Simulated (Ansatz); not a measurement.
Input:

ZrO2 (baddeleyite type, space group P2_1/c)

```
ZrO2
1.0
    5.18987     0.00000     0.00000
    0.00000     5.24188     0.00000
   -0.90466     0.00000     5.30184
Zr O
4 8
Direct
  0.27576   0.04379   0.21002
  0.72424   0.54379   0.28998
  0.72424   0.95621   0.78998
  0.27576   0.45621   0.71002
  0.06497   0.32630   0.35005
  0.93503   0.82630   0.14995
  0.93503   0.67370   0.64995
  0.06497   0.17370   0.85005
  0.45100   0.75674   0.47552
  0.54900   0.25674   0.02448
  0.54900   0.24326   0.52448
  0.45100   0.74326   0.97552
```

The atoms are displaced by Q × the pattern below (from a DFPT mode at Γ, largest move 1; Q in Å), at fixed cell.

```csv
atom,x,y,z
Zr1,-0.262,0.022,-0.088
Zr2,-0.262,-0.022,-0.088
Zr3,-0.262,0.022,-0.088
Zr4,-0.262,-0.022,-0.088
O5,0.667,0.363,0.650
O6,0.667,-0.363,0.650
O7,0.667,0.363,0.650
O8,0.667,-0.363,0.650
O9,0.827,-0.527,-0.150
O10,0.827,0.527,-0.150
O11,0.827,-0.527,-0.150
O12,0.827,0.527,-0.150
```

All values below come from PBE (plane waves to 420 eV, PAW, scalar-relativistic; Ansatz, a quantum-chemistry and plane-wave program). k mesh 5×5×5 (Γ-centred), Fermi-Dirac smearing 0.05 eV. Energies are smeared free energies. ZrO2 is run without spin polarisation. ZrO2 was relaxed with its symmetry unable to fall. The zero of ΔE is the undisplaced structure.

The scan covers Q from -0.280 to 0.280 Å in 13 points.

**Question.** Which space group does the distorted structure have?

**Answer.** Pc (No. 7), lowered from P2_1/c.

**Question.** Is the energy the same for equal positive and negative displacements?

**Answer.** Even: the same for both signs.

**Question.** What is the energy change at Q = 0.280 Å?

**Answer.** 2426 meV/cell.

**Question.** What harmonic wavenumber does the curvature at Q = 0 give?

**Answer.** 296 cm⁻¹.

(For displaced atoms, the force is minus the slope of the energy, and its curvature is a force constant, which sets phonon frequencies.)
